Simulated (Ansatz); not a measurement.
Crystal: Nb.

```
Nb
1.0
    -1.66395    1.66395    1.66395
     1.66395   -1.66395    1.66395
     1.66395    1.66395   -1.66395
Nb
1
Direct
  0.00000 0.00000 0.00000
```

Base run:

| Quantity | Value |
| --- | --- |
| Program | Ansatz 0.2.0 |
| Functional | r2SCAN |
| Potentials or basis | Ansatz PAW |
| Cutoff | 500 eV (not typed: the program's choice for these potentials) |
| k mesh | 8 × 8 × 8 |
| Occupations | fermi-dirac, width 0.05 eV |
| Spin | spin-orbit coupling, no magnetisation |

Its results: band gap on the k mesh none (metal or under the smearing width); pressure -3.6 GPa.

Task: The run is repeated on the same cell with these changes: functional from r2SCAN to PBEsol; cutoff from 500 eV (not typed: the program's choice for these potentials) to 420 eV (not typed: the program's choice for these potentials). What comes out?

Result: Band gap on the k mesh none (metal or under the smearing width); pressure -8.1 GPa.

Caveats: the PAW data sets come from PBE, with cores solved anew for the run's functional, which leaves a small shift of forces and pressure.
